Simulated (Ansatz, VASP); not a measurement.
**One calculation of Si, two programs**

INCAR

```
ALGO = Normal
EDIFF = 1E-7
ENCUT = 520
GGA = PE
ISIF = 2
ISMEAR = -1
LASPH = True
LCHARG = True
LELF = True
LREAL = False
LVHAR = True
LWAVE = False
NBANDS = 11
NELM = 60
PREC = Accurate
SIGMA = 0.02
```

KPOINTS

```
k-points
0
Gamma
  8 8 8
```

Contents of POSCAR:

```
Si
1.0
   -0.1404094613      2.7376868477      2.7376868477
    2.7376868477     -0.1404094613      2.7376868477
    2.7376868477      2.7376868477     -0.1404094613
Si
2
Direct
   -0.0027514000     -0.0027514000     -0.0027514000
    0.2527514000      0.2527514000      0.2527514000
```

Input for Ansatz:

```yaml
crystal:
  lattice:
    - [-0.1404094613, 2.7376868477, 2.7376868477]
    - [2.7376868477, -0.1404094613, 2.7376868477]
    - [2.7376868477, 2.7376868477, -0.1404094613]
  atoms:
    - { symbol: Si, position: [-0.0027514, -0.0027514, -0.0027514] }
    - { symbol: Si, position: [0.2527514, 0.2527514, 0.2527514] }
kpoints:
  mp_grid: { grid: [8, 8, 8] }
  band_path:
    path:
      - [0.0, 0.0, 0.0]
      - [0.5, 0.0, 0.5]
      - [0.625, 0.25, 0.625]
      - [0.375, 0.375, 0.75]
      - [0.5, 0.5, 0.5]
      - [0.5, 0.25, 0.75]
    npoints: 1
hamiltonian:
  xc: pbe
scf:
  occupations: { method: fermi_dirac, width: 0.02 }
  n_extra_bands: 4
output:
  forces: true
  stress: true
  eigenvalues: true
```

Change from the starting cell: epitaxial_111 strain +5.7%.

Alike in both runs: task single point; functional PBE; k mesh 8 × 8 × 8; occupations fermi-dirac, width 0.02 eV; no spin polarisation.

```csv
,VASP,Ansatz
version,VASP 6.6.1,Ansatz 0.2.0
potentials or method,"VASP PAW PBE potentials, release 64 (Si)","plane waves, PAW"
plane-wave cutoff (eV),520,420
valence electrons in the cell,8,8
```

```csv
,VASP,Ansatz,Ansatz less VASP
pressure (GPa),-5.7,-5.6,+0.06
largest component of the traceless stress (GPa),3.37,3.36,-0.012
rms of the force components (eV/Å),0.021,0.023,+0.0019
```

Atom by atom the forces differ by 0.002 eV/Å (rms over components). With one functional, cell and mesh, what is left measures potentials, basis and numerics.
